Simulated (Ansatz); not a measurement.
Wanted: the native input for an Ansatz 0.2.0 run.

- Task: optical spectrum
- Functional: r2SCAN
- Dispersion: D3(BJ)
- Potentials or basis: SG15 NC
- Cutoff: 500 eV
- Density cutoff: 2000 eV
- k mesh: 11 × 11 × 11
- Occupations: tetrahedron
- Spin: collinear spin, random start
- Starting moments: [0.22] μB
- Broadening: 0.2 eV

Crystal: Al.

```
CELL_PARAMETERS angstrom
0.00000 2.02481 2.02481
2.02481 0.00000 2.02481
2.02481 2.02481 0.00000
ATOMIC_POSITIONS crystal
Al 0.00000 0.00000 0.00000
```

One way to write it, as run:

input.yaml

```yaml
crystal:
  lattice:
    - [0.0, 2.024805, 2.024805]
    - [2.024805, 0.0, 2.024805]
    - [2.024805, 2.024805, 0.0]
  atoms:
    - { symbol: Al, spin: 0.22, position_ang: [0.0, 0.0, 0.0] }
hamiltonian:
  xc: r2scan
  pseudopotentials:
    kind: nc
    accuracy: standard
    azcp: { Al: Al_ONCV_PBE-1.2.nc.azcp }
  dispersion: d3bj
magnetization:
  spin_polarized: true
kpoints:
  mp_grid: { grid: [11, 11, 11] }
scf:
  occupations: { method: tetrahedron }
  n_extra_bands: 16
  initial_density: { chi_scale: 0.3 }
output:
  optics: { e_range: [0, 14], sigma: 0.2, nscf_kmesh: { grid: [15, 15, 15] } }
basis:
  ecutwfc: "500 eV"
```

Potentials or basis: SG15 NC.

Launch:

```console
$ ansatz run input.yaml --threads 1 --pin off --max-ram 2560MiB --backend cpu --events-out ev --progress --plain --runs-dir out
```

Results of the run:

```
Band gap on the k mesh : none (metal or under the smearing width)
Net moment             : 0.00 μB per cell
Absolute moment        : 0.00 μB per cell
```

Caveat: the dispersion damping was fitted for another functional or another form of the correction; the starting moments weren't kept; the cutoff lies under the one recommended for these potentials.

It took 11 s on 1 thread of Arm Neoverse V2, with other jobs on the host, peak memory 0.23 GiB.
